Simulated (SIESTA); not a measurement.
SnO, 4 atoms in the cell. Symmetry: P4/nmm, No. 129, tetragonal system. Conventional cell: a = 3.814 Å, b = 3.814 Å, c = 4.887 Å, α = 90.00°, β = 90.00°, γ = 90.00°. Around Sn (site symmetry 4mm) lie 4 O at 2.23 Å. O (site symmetry -4m2) is surrounded by 4 Sn at 2.23 Å. The cell is a database's computed one.

| Property | Result |
| --- | --- |
| Program | SIESTA 5.4.2 |
| Task | equation of state |
| Functional | BLYP |
| Dispersion | D3(BJ) |
| Potentials or basis | PseudoDojo 0.4 standard (PBE files) |
| Basis | DZP (energy shift 0.002 Ry) |
| Grid cutoff | 800 Ry |
| Energy shift | 0.002 Ry |
| k mesh | 7 × 7 × 6 |
| Occupations | fermi-dirac, width 0.05 eV |
| Spin | no spin polarisation |
| Dispersion by | outside library |

Potentials or basis: PseudoDojo 0.4 standard (PBE files), DZP (energy shift 0.002 Ry).

Command:

```sh
$ python run.py
```

Hardware: 1 thread of Arm Neoverse V2, on a shared host.

Task: Estimate the wall time of this run.

Result: It took 11 min on 1 thread of Arm Neoverse V2, with other jobs on the host, peak memory 0.57 GiB. Counts: scf iterations 8.
